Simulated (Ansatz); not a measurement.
A crystal relaxed with r2SCAN in the plane-wave code Ansatz has space group P6_3/mmc (No. 194) and a = 2.501 Å, c = 6.893 Å.

```json
{"atom": "B", "site": "2c", "x": "0.3333", "y": "0.6667", "z": "0.2500"}
{"atom": "Xx", "site": "2d", "x": "0.6667", "y": "0.3333", "z": "0.2500"}
```

r2SCAN gives an indirect gap of 4.89 eV, from H to M; the least direct gap is 5.31 eV at H. With HSE06 the valence top lies at H and the conduction bottom at M, 5.65 eV higher; the smallest vertical gap, at H, is 6.07 eV. Meshes: r2SCAN 12×12×4, HSE06 9×9×4. r2SCAN's ε∞ is 4.3 along x and y, 2.5 along z.

Question: Which element is Xx?
A. As
B. Bi
C. P
D. N

Answer: D. Xx is N: BN built on the h-MgO prototype (no longer in that coordination). Around B lie 3 N at 1.44 Å; around N lie 3 B at 1.44 Å.

Note: simulated data, non-magnetic, for a generated structure that need not be the stable one.

The meshes of the hybrids are coarse, so their gaps aren't converged to the digits shown.
